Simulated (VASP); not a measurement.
# ZnS (P6_3mc) in VASP: further runs

The runs below take ZnS through single point, with r2SCAN.

All numbers are computed with VASP 6.6.1; they aren't measurements. Logs are shortened: lines on timing, memory, paths and dates and some standing lists are left out, and cuts for length are marked.

**The experiment to reproduce.**

From a printed reference work, monograph, for a bulk crystal of ZnS at 4 K: band gap 3.911 eV (direct).

The runs below are set against these values where they give the same quantity.

### Step 1. The cell of the first run

Symmetry: P6_3mc, No. 186, hexagonal system. Conventional cell: a = 3.812 Å, b = 3.812 Å, c = 18.690 Å, α = 90.00°, β = 90.00°, γ = 120.00°. Within 3.1 Å of Zn (site symmetry 3m) lie 4 S at 2.33 to 2.34 Å. Zn (site symmetry 3m) has 4 S at 2.33 to 2.34 Å within 3.1 Å. Zn (site symmetry 3m) has 4 S at 2.33 to 2.34 Å within 3.1 Å. Within 3.1 Å of S (site symmetry 3m) lie 4 Zn at 2.33 to 2.34 Å. S (site symmetry 3m) has 4 Zn at 2.33 to 2.34 Å within 3.1 Å. Within 3.1 Å of S (site symmetry 3m) lie 4 Zn at 2.33 to 2.34 Å.

### Step 2. Single point, r2SCAN

POSCAR reads:

```
ZnS
1.0
    3.8120000000      0.0000000000      0.0000000000
   -1.9060000000      3.3012888392      0.0000000000
    0.0000000000      0.0000000000     18.6899900000
Zn S
6 6
Direct
    0.0000000000      0.0000000000      0.0000000000
    0.0000000000      0.0000000000      0.5000000000
    0.3333333333      0.6666666667      0.1666700000
    0.6666666667      0.3333333333      0.6666700000
    0.6666666667      0.3333333333      0.3333300000
    0.3333333333      0.6666666667      0.8333300000
    0.0000000000      0.0000000000      0.1250000000
    0.0000000000      0.0000000000      0.6250000000
    0.3333333333      0.6666666667      0.2916700000
    0.6666666667      0.3333333333      0.7916700000
    0.6666666667      0.3333333333      0.4583300000
    0.3333333333      0.6666666667      0.9583300000
```

INCAR.step1 reads:

```
PREC = Accurate ; ENCUT = 520
ISMEAR = 0 ; SIGMA = 0.02
LREAL = F ; LASPH = T
NELM = 60 ; NBANDS = 66
GGA = PE ; ALGO = Normal
EDIFF = 1E-4 ; LWAVE = T
LCHARG = F
```

INCAR.step2 reads:

```
PREC = Accurate ; ENCUT = 520
EDIFF = 1E-7 ; ISMEAR = 0
SIGMA = 0.02 ; LREAL = F
LASPH = T ; NELM = 60
ALGO = Normal ; ISIF = 2
LWAVE = F ; LCHARG = F
METAGGA = R2SCAN ; LMIXTAU = T
NBANDS = 66 ; ISTART = 1
```

KPOINTS reads:

```
Automatic mesh
0
Gamma
  6 6 2
```

Potentials or basis: VASP PAW PBE potentials, release 64 (Zn, S).

The run is started by

```sh
cat potpaw_PBE.64/Zn/POTCAR potpaw_PBE.64/S/POTCAR > POTCAR
cp INCAR.step1 INCAR
mpirun -np 1 vasp_std > vasp.out
cp INCAR.step2 INCAR
mpirun -np 1 vasp_std > vasp.out
```

OUTCAR:

```text
PREC = Accurate
   ENCUT = 520
   EDIFF = 1E-7
   ISMEAR = 0
   LREAL = F
   LASPH = T
   NELM = 60
   ISIF = 2
   METAGGA = R2SCAN
   ISTART = 1

 ion  position               nearest neighbor table
   1  0.000  0.000  0.000-  12 2.33  12 2.33  12 2.33   7 2.34
   2  0.000  0.000  0.500-  11 2.33  11 2.33  11 2.33   8 2.34
   3  0.333  0.667  0.167-   7 2.33   7 2.33   7 2.33   9 2.34
   4  0.667  0.333  0.667-   8 2.33   8 2.33   8 2.33  10 2.34
   5  0.667  0.333  0.333-   9 2.33   9 2.33   9 2.33  11 2.34
   6  0.333  0.667  0.833-  10 2.33  10 2.33  10 2.33  12 2.34
   7  0.000  0.000  0.125-   3 2.33   3 2.33   3 2.33   1 2.34
   8  0.000  0.000  0.625-   4 2.33   4 2.33   4 2.33   2 2.34
   9  0.333  0.667  0.292-   5 2.33   5 2.33   5 2.33   3 2.34
  10  0.667  0.333  0.792-   6 2.33   6 2.33   6 2.33   4 2.34
  11  0.667  0.333  0.458-   2 2.33   2 2.33   2 2.33   5 2.34
  12  0.333  0.667  0.958-   1 2.33   1 2.33   1 2.33   6 2.34

  LATTYP: Found a hexagonal cell.
 ALAT       =     3.8120000000
 C/A-ratio  =     4.9029354669

  Lattice vectors:

 A1 = (   3.8120000000,   0.0000000000,   0.0000000000)
 A2 = (  -1.9060000000,   3.3012888392,   0.0000000000)
 A3 = (   0.0000000000,   0.0000000000,  18.6899900000)

Analysis of symmetry for initial positions (statically):
=====================================================================
 Subroutine PRICEL returns:
 Original cell was already a primitive cell.

 Routine SETGRP: Setting up the symmetry group for a
 hexagonal supercell.

 Subroutine GETGRP returns: Found 12 space group operations
 (whereof  6 operations were pure point group operations)
 out of a pool of 24 trial point group operations.

The static configuration has the point symmetry C_3v.
 The point group associated with its full space group is C_6v.

Analysis of symmetry for dynamics (positions and initial velocities):
=====================================================================
 Subroutine PRICEL returns:
 Original cell was already a primitive cell.

 Routine SETGRP: Setting up the symmetry group for a
 hexagonal supercell.

 Subroutine GETGRP returns: Found 12 space group operations
 (whereof  6 operations were pure point group operations)
 out of a pool of 24 trial point group operations.

The dynamic configuration has the point symmetry C_3v.
 The point group associated with its full space group is C_6v.

 Subroutine INISYM returns: Found 12 space group operations
 (whereof  6 operations are pure point group operations),
 and found     1 'primitive' translations

----------------------------------------------------------------------------------------

                                     Primitive cell

  volume of cell :     235.2044

  direct lattice vectors                    reciprocal lattice vectors
     3.812000000  0.000000000  0.000000000     0.262329486  0.151455999  0.000000000
    -1.906000000  3.301288839  0.000000000     0.000000000  0.302911999  0.000000000
     0.000000000  0.000000000 18.689990000     0.000000000  0.000000000  0.053504577

  length of vectors
     3.812000000  3.812000000 18.689990000     0.302911999  0.302911999  0.053504577

  position of ions in fractional coordinates (direct lattice)
     0.000000000  0.000000000  0.000000000
     0.000000000  0.000000000  0.500000000
     0.333333333  0.666666667  0.166670000
     0.666666667  0.333333333  0.666670000
     0.666666667  0.333333333  0.333330000
     0.333333333  0.666666667  0.833330000
     0.000000000  0.000000000  0.125000000
     0.000000000  0.000000000  0.625000000
     0.333333333  0.666666667  0.291670000
     0.666666667  0.333333333  0.791670000
     0.666666667  0.333333333  0.458330000
     0.333333333  0.666666667  0.958330000

  ion indices of the primitive-cell ions
   primitive index   ion index
                 1           1
                 2           2
                 3           3
                 4           4
                 5           5
                 6           6
                 7           7
                 8           8
                 9           9
                10          10
                11          11
                12          12

----------------------------------------------------------------------------------------

 KPOINTS: Automatic mesh

Automatic generation of k-mesh.
 Grid dimensions read from file:
 generate k-points for:    6    6    2

 Generating k-lattice:

  Cartesian coordinates                     Fractional coordinates (reciprocal lattice)
     0.043721581  0.025242667  0.000000000     0.166666667  0.000000000  0.000000000
     0.000000000  0.050485333  0.000000000     0.000000000  0.166666667  0.000000000
     0.000000000  0.000000000  0.026752288     0.000000000  0.000000000  0.500000000

  Length of vectors
     0.050485333  0.050485333  0.026752288

  Shift w.r.t. Gamma in fractional coordinates (k-lattice)
     0.000000000  0.000000000  0.000000000

 Subroutine IBZKPT returns following result:
 ===========================================

 Found     14 irreducible k-points:

 Following reciprocal coordinates:
            Coordinates               Weight
  0.000000  0.000000  0.000000      1.000000
  0.166667  0.000000  0.000000      6.000000
  0.333333  0.000000  0.000000      6.000000
  0.500000  0.000000  0.000000      3.000000
  0.166667  0.166667  0.000000      6.000000
  0.333333  0.166667  0.000000     12.000000
  0.333333  0.333333  0.000000      2.000000
  0.000000  0.000000  0.500000      1.000000
  0.166667  0.000000  0.500000      6.000000
  0.333333  0.000000  0.500000      6.000000
  0.500000  0.000000  0.500000      3.000000
  0.166667  0.166667  0.500000      6.000000
  0.333333  0.166667  0.500000     12.000000
  0.333333  0.333333  0.500000      2.000000
   k-points           NKPTS =     14   k-points in BZ     NKDIM =     14   number of bands    NBANDS=     66
   number of dos      NEDOS =    301   number of ions     NIONS =     12
   total plane-waves  NPLWV = 109760
   dimension x,y,z NGX =    28 NGY =   28 NGZ =  140
   dimension x,y,z NGXF=    56 NGYF=   56 NGZF=  280
   ions per type =               6   6
   NGX,Y,Z   is equivalent  to a cutoff of  12.21, 12.21, 12.45 a.u.
   NGXF,Y,Z  is equivalent  to a cutoff of  24.42, 24.42, 24.91 a.u.
 SYSTEM =  unknown system
   PREC   = accura    normal or accurate (medium, high low for compatibility)
   ISTART =      1    job   : 0-new  1-cont  2-samecut
   ICHARG =      0    charge: 1-file 2-atom 10-const
   ISPIN  =      1    spin polarized calculation?
   LNONCOLLINEAR =      F non collinear calculations
   LSORBIT =      F    spin-orbit coupling
   LASPH  =      T    aspherical Exc in radial PAW
   ENCUT  =  520.0 eV  38.22 Ry    6.18 a.u.   7.09  7.09 34.75*2*pi/ulx,y,z
   NELM   =     60;   NELMIN=  2; NELMDL=  0     # of ELM steps
   EDIFF  = 0.1E-06   stopping-criterion for ELM
   LREAL  =      F    real-space projection
   EDIFFG = 0.1E-05   stopping-criterion for IOM
   NSW    =      0    number of steps for IOM
   IBRION =     -1    ionic relax: 0-MD 1-quasi-New 2-CG
   NFREE  =      0    steps in history (QN), initial steepest desc. (CG)
   ISIF   =      2    stress and relaxation
   ISYM   =      2    0-nonsym 1-usesym 2-fastsym
   POTIM  = 0.5000    time-step for ionic-motion
   TEBEG  =    0.0;   TEEND  =   0.0 temperature during run
   PSTRESS=    0.0 pullay stress
   NELECT =     108.0000    total number of electrons
   NUPDOWN=      -1.0000    fix difference up-down
   EMIN   =  10.00;   EMAX   =-10.00  energy-range for DOS
   EFERMI =   0.00;   METHOD = LEGACY
   ISMEAR =     0;   SIGMA  =   0.02  broadening in eV -4-tet -1-fermi 0-gaus
   EFERMI_NEDOS =   21; number of points for ismear=-14 and -15
   IALGO  =     38    algorithm
   IMIX   =      4    mixing-type and parameters
     AMIX     =   0.40;   BMIX     =  1.00
     AMIX_MAG =   1.60;   BMIX_MAG =  1.00
  volume/ion in A,a.u.               =      19.60       132.27
  Fermi-wavevector in a.u.,A,eV,Ry     =   1.262993  2.386711 21.703349  1.595151
  Thomas-Fermi vector in A             =   2.396373
   LORBIT       =      0    0 simple, 1 ext, 2 COOP (PROOUT), +10 PAW based schemes
   METAGGA = R2SCAN    functional components
   LHFCALC =     F    Hartree Fock is set to
   AEXX    =    0.0000 exact exchange contribution
   IVDW    =     0    specifies the selected vdW correction
   LEPSILON=     F    determine dielectric tensor
   LRPA    =     F    only Hartree local field effects (RPA)
 non-spin polarized calculation
 Gauss-broadening in eV      SIGMA  =   0.02
  energy-cutoff  :      520.00
  volume of cell :      235.20
 maximum number of plane-waves:      6390
   NGX = 15   NGY = 15   NGZ = 69

 number of electron     107.9999995 magnetization

 Free energy of the ion-electron system (eV)
  ---------------------------------------------------
  ext. energy  EPLUGINS =         0.00000000
  ---------------------------------------------------
  free energy    TOTEN  =      -113.18352602 eV

  energy without entropy =     -113.18352602  energy(sigma->0) =     -113.18352602

 E-fermi :   1.9986     XC(G=0): -10.3138

 val. band max:        1.8973533446   @ k =   0.0000   0.0000   0.0000
 cond. band min:       4.6300652523   @ k =   0.0000   0.0000   0.0000
 fundamental gap:      2.7327119077
 Fermi energy:         1.9986076061

 k-point     1 :       0.0000    0.0000    0.0000
  band No.  band energies     occupation
      1     -11.8316      2.00000
      2     -11.6257      2.00000
      3     -11.6168      2.00000
      4     -11.1503      2.00000
      5     -11.1417      2.00000
      6     -10.8721      2.00000
[... 58 lines left out ...]
     65       8.8540      0.00000
     66       8.9666      0.00000

 k-point     2 :       0.1667    0.0000    0.0000
  band No.  band energies     occupation
      1     -11.6437      2.00000
      2     -11.4535      2.00000
      3     -11.4445      2.00000
      4     -11.0200      2.00000
      5     -11.0115      2.00000
      6     -10.7713      2.00000
[... 886 lines left out ...]
     65       9.2180      0.00000
     66       9.2180      0.00000

------------------------ aborting loop because EDIFF is reached ----------------------------------------

  FORCE on cell =-STRESS in cart. coord.  units (eV):
  Direction    XX          YY          ZZ          XY          YZ          ZX
  --------------------------------------------------------------------------------------
  -------------------------------------------------------------------------------------
  Total       -0.1345193     -0.1345193     -0.0889070      0.0000000      0.0000000      0.0000000
  in kB       -0.9163256     -0.9163256     -0.6056212      0.0000000      0.0000000      0.0000000
  external PRESSURE =      -0.8127575 kB  Pullay stress =       0.0000000 kB

 VOLUME and BASIS-vectors are now :
 -----------------------------------------------------------------------------
  energy-cutoff  :      520.00
  volume of cell :      235.20
      direct lattice vectors                 reciprocal lattice vectors
     3.812000000  0.000000000  0.000000000     0.262329486  0.151455999  0.000000000
    -1.906000000  3.301288839  0.000000000     0.000000000  0.302911999  0.000000000
     0.000000000  0.000000000 18.689990000     0.000000000  0.000000000  0.053504577

 POSITION                                       TOTAL-FORCE (eV/Angst)
 -----------------------------------------------------------------------------------
      0.00000      0.00000      0.00000        -0.000000      0.000000     -0.017283
      0.00000      0.00000      9.34500         0.000000     -0.000000     -0.017283
     -0.00000      2.20086      3.11506         0.000000      0.000000      0.014499
      1.90600      1.10043     12.46006         0.000000     -0.000000      0.014499
      1.90600      1.10043      6.22993         0.000000     -0.000000      0.003889
     -0.00000      2.20086     15.57493        -0.000000      0.000000      0.003889
      0.00000      0.00000      2.33625        -0.000000      0.000000      0.025893
      0.00000      0.00000     11.68124        -0.000000      0.000000      0.025893
     -0.00000      2.20086      5.45131        -0.000000      0.000000      0.001401
      1.90600      1.10043     14.79630        -0.000000      0.000000      0.001401
      1.90600      1.10043      8.56618        -0.000000      0.000000     -0.028399
     -0.00000      2.20086     17.91118        -0.000000      0.000000     -0.028399
 -----------------------------------------------------------------------------------
    total drift:                               -0.000001     -0.000002     -0.059776

  FREE ENERGIE OF THE ION-ELECTRON SYSTEM (eV)
  ---------------------------------------------------
  free  energy   TOTEN  =      -113.1835260208 eV

  energy  without entropy=     -113.1835260208  energy(sigma->0) =     -113.18352602
```

Run time: 20 min. Hardware: 1 thread of Intel Xeon Platinum 8259CL at 2.50GHz (Skylake/Cascade Lake), shared host; peak memory 0.45 GiB.

Results:

```yaml
Free_energy: -113.1835 eV
Pressure: -0.1 GPa
Largest_force: 0.028 eV/Å
Band_gap_on_the_k_mesh: 2.73 eV
```

Forces on the atoms (eV/Å):
```
Zn   0.000  0.000 -0.017
Zn   0.000  0.000 -0.017
Zn   0.000  0.000  0.014
Zn   0.000  0.000  0.014
Zn   0.000  0.000  0.004
Zn   0.000  0.000  0.004
S    0.000  0.000  0.026
S    0.000  0.000  0.026
S    0.000  0.000  0.001
S    0.000  0.000  0.001
S    0.000  0.000 -0.028
S    0.000  0.000 -0.028
```

Caveat: the PAW data sets were made with another functional, which shifts forces and pressure a little.

### Step 3. Single point, r2SCAN (20.16 Å³/atom)

This run uses another cell than the first one, of 20.16 Å³/atom.

POSCAR reads:

```
ZnS
1.0
    3.8472154902      0.0000000000      0.0000000000
   -1.9236077451      3.3317863483      0.0000000000
    0.0000000000      0.0000000000     18.8735160511
Zn S
6 6
Direct
    0.0000000000      0.0000000000      0.0000303300
    0.0000000000      0.0000000000      0.5000303300
    0.3333333333      0.6666666667      0.1668077931
    0.6666666667      0.3333333333      0.6668077931
    0.6666666667      0.3333333333      0.3332640908
    0.3333333333      0.6666666667      0.8332640908
    0.0000000000      0.0000000000      0.1251143124
    0.0000000000      0.0000000000      0.6251143124
    0.3333333333      0.6666666667      0.2916509311
    0.6666666667      0.3333333333      0.7916509311
    0.6666666667      0.3333333333      0.4581325425
    0.3333333333      0.6666666667      0.9581325425
```

INCAR.step1 reads:

```
SYSTEM = ZnS
PREC = Accurate
ENCUT = 520
ISMEAR = 0
SIGMA = 0.02
LREAL = .FALSE.
LASPH = .TRUE.
NELM = 60
NBANDS = 66
GGA = PE
ALGO = Normal
EDIFF = 1E-4
LWAVE = .TRUE.
LCHARG = .FALSE.
```

INCAR.step2 reads:

```
SYSTEM = ZnS
PREC = Accurate
ENCUT = 520
EDIFF = 1E-6
ISMEAR = 0
SIGMA = 0.02
LREAL = .FALSE.
LASPH = .TRUE.
NELM = 60
ALGO = Normal
ISIF = 2
LWAVE = .FALSE.
LCHARG = .TRUE.
METAGGA = R2SCAN
LMIXTAU = .TRUE.
LELF = .TRUE.
LVHAR = .TRUE.
NBANDS = 66
ISTART = 1
```

KPOINTS reads:

```
Automatic mesh
0
G
  6 6 2
  0 0 0
```

Potentials or basis: VASP PAW PBE potentials, release 64 (Zn, S).

The run is started by

```sh
cat potpaw_PBE.64/Zn/POTCAR potpaw_PBE.64/S/POTCAR > POTCAR
cp INCAR.step1 INCAR
mpirun -np 1 vasp_std > vasp.out
cp INCAR.step2 INCAR
mpirun -np 1 vasp_std > vasp.out
```

It took 27 min on 1 thread of Intel Xeon Platinum 8259CL at 2.50GHz (Skylake/Cascade Lake), shared host; peak memory 0.45 GiB.

Results (log left out):

| Item | Value |
| --- | --- |
| Free energy | -113.1361 eV |
| Pressure | -2.1 GPa |
| Largest force | 0.012 eV/Å |
| Band gap on the k mesh | 2.60 eV |

Forces in eV/Å, atoms in the order of the input:
```
Zn   0.000  0.000  0.012
Zn   0.000  0.000  0.012
Zn   0.000  0.000  0.003
Zn   0.000  0.000  0.003
Zn   0.000  0.000 -0.011
Zn   0.000  0.000 -0.011
S    0.000  0.000 -0.001
S    0.000  0.000 -0.001
S    0.000  0.000 -0.001
S    0.000  0.000 -0.001
S    0.000  0.000 -0.001
S    0.000  0.000 -0.001
```

Levels at points of the mesh, in eV from the valence-band top:
```tsv
k point	band 51	band 52	band 53	band 54	band 55	band 56	band 57	band 58
(0.00, 0.00, 0.00)	-0.23	-0.03	0.00	0.00	2.60	3.65	3.71	3.79
(0.50, 0.00, 0.00)	-1.24	-1.24	-1.07	-0.86	3.86	3.97	4.01	4.29
(0.00, 0.00, 0.50)	-0.07	-0.07	-0.07	-0.07	3.05	3.05	3.73	3.73
(0.50, 0.00, 0.50)	-1.19	-1.19	-0.97	-0.97	3.78	3.78	4.27	4.27
```

Caveat: the PAW data sets were made with another functional, which shifts forces and pressure a little.

### Step 4. Comparison with measurements

Step 2. Against the measured gap of ZnS, 3.911 eV (direct; 4 K; a printed reference work, monograph), the calculated 2.73 eV is off by -1.18 eV. The value is that of r2SCAN on a finite k mesh, which can miss the band edges, without temperature or zero-point motion.
